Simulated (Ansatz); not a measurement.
**SrO: a single-point run**

The task is a single-point run on SrO. The structure is shown as the input types it. The cell is built on a prototype (CsCl type) and needn't be the phase found in nature.

Program: Ansatz 0.2.0. Level of theory: density functional or hybrid calculation with the settings of its input, plane waves (as first typed). These are calculated values, not measurements.

2 further runs of the same task are left out: 1 for a known fault of the program, 1 that didn't finish.

**1. The starting structure**

The structure is cubic, space group Pm-3m (No. 221). Conventional cell: a = 3.103 Å, b = 3.103 Å, c = 3.103 Å, α = 90.00°, β = 90.00°, γ = 90.00°. Around Sr (site symmetry m-3m) lie 8 O at 2.69 Å. O (site symmetry m-3m) is surrounded by 8 Sr at 2.69 Å.

Structure file:

```xyz
2
Lattice="3.1029 0.0000 0.0000 0.0000 3.1029 0.0000 0.0000 0.0000 3.1029" Properties=species:S:1:pos:R:3 pbc="T T T"
Sr    0.0000    0.0000    0.0000
O     1.5514    1.5514    1.5514
```

**2. The run**

input.yaml

```yaml
crystal:
  lattice:
    - [3.1028650697, 0.0, 0.0]
    - [0.0, 3.1028650697, 0.0]
    - [0.0, 0.0, 3.1028650697]
  atoms:
    - { symbol: Sr, position: [0.0, 0.0, 0.0] }
    - { symbol: O, position: [0.5, 0.5, 0.5] }
kpoints:
  mp_grid: { grid: [6, 6, 6] }
hamiltonian:
  xc: pbe
scf:
  occupations: { method: methfessel_paxton, width: 1.5 }
  n_extra_bands: 4
output:
  forces: true
  stress: true
  eigenvalues: true
```

Command:

```bash
$ ansatz run input.yaml --threads 4 --pin off --max-ram 3686MiB --backend cpu --events-out ev --progress --plain --runs-dir out
```

Q: Will this input give a usable result? If not, why, and what should change?

The run converged and reported no error. That alone doesn't make the input a sound one.

The suspect setting: scf.occupations.method is methfessel_paxton; scf.occupations.width is 1.5. The width is far wider than usual, so occupations near the Fermi level are blurred and the entropy term grows.

To check: delete scf.occupations.width (the default then holds) and set scf.occupations.method to fixed.
